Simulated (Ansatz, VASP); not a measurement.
# One calculation of AlN, two programs

The input INCAR:

```
ALGO     = Normal         # electronic algorithm
EDIFF    = 1E-7           # SCF threshold, eV
ENCUT    = 520            # plane-wave cutoff, eV
GGA      = PE             # functional
ISIF     = 2              # what is computed and relaxed
ISMEAR   = 0              # smearing method
LASPH    = True           # aspherical terms in the spheres
LCHARG   = True           # write CHGCAR
LELF     = True           # ELF
LREAL    = False          # projectors in reciprocal space
LVHAR    = True         
LWAVE    = False          # write WAVECAR
NBANDS   = 16             # bands
NELM     = 100            # most SCF steps
PREC     = Accurate       # precision mode
SIGMA    = 0.05           # smearing width, eV
```

KPOINTS

```
k-points
0
Gamma
  12 12 6
```

File POSCAR:

```
AlN
1.0
    3.1110021516      0.0000000000      0.0000000000
   -1.5555010758      2.6942068945      0.0000000000
    0.0000000000      0.0000000000      4.9780000000
Al N
2 2
Direct
    0.3333333333      0.6666666667      0.0208570808
    0.6666666667      0.3333333333      0.5208570808
    0.3333333333      0.6666666667      0.3448232222
    0.6666666667      0.3333333333      0.8448232222
```

Input for Ansatz:

```yaml
crystal:
  lattice:
    - [3.1110021516, 0.0, 0.0]
    - [-1.5555010758, 2.6942068945, 0.0]
    - [0.0, 0.0, 4.978]
  atoms:
    - { symbol: Al, position: [0.3333333333, 0.6666666667, 0.0208570808] }
    - { symbol: Al, position: [0.6666666667, 0.3333333333, 0.5208570808] }
    - { symbol: "N", position: [0.3333333333, 0.6666666667, 0.3448232222] }
    - { symbol: "N", position: [0.6666666667, 0.3333333333, 0.8448232222] }
basis:
  ecutwfc: 420
kpoints:
  mp_grid: { grid: [12, 12, 6] }
hamiltonian:
  xc: pbe
scf:
  occupations: { method: gaussian, width: 0.05 }
output:
  forces: true
  stress: true
  eigenvalues: true
```

Change from the starting cell: mode 7 (584.8 1/cm) frozen in, largest displacement -0.200 Å.

Alike in both runs: task single point; functional PBE; k mesh 12 × 12 × 6; occupations gaussian, width 0.05 eV; no spin polarisation.

|  | VASP | Ansatz |
| --- | --- | --- |
| version | VASP 6.6.1 | Ansatz 0.2.0 |
| potentials or method | VASP PAW PBE potentials, release 64 (Al, N) | scalar-relativistic, plane waves, PAW |
| plane-wave cutoff (eV) | 520 | 420 |
| valence electrons in the cell | 16 | 16 |

```csv
,VASP,Ansatz,Ansatz less VASP
gap on the k mesh at the Fermi level (eV),3.94,3.94,-0.009
least direct gap on the mesh (eV),3.94,3.94,-0.009
pressure (GPa),19.8,19.8,+0.01
largest component of the traceless stress (GPa),51.63,51.06,-0.568
rms of the force components (eV/Å),4.633,4.599,-0.0346
```

Atom by atom the forces differ by 0.035 eV/Å (rms over components). With one functional, cell and mesh, what is left measures potentials, basis and numerics.

Caveats: so large a pressure means that the cell lies far from this level's equilibrium, or that cutoff or potentials fall short (VASP); forces of over 1 eV/Å show positions far from the minimum, so gaps and moduli don't describe the material at rest. A k mesh can miss the band edges.
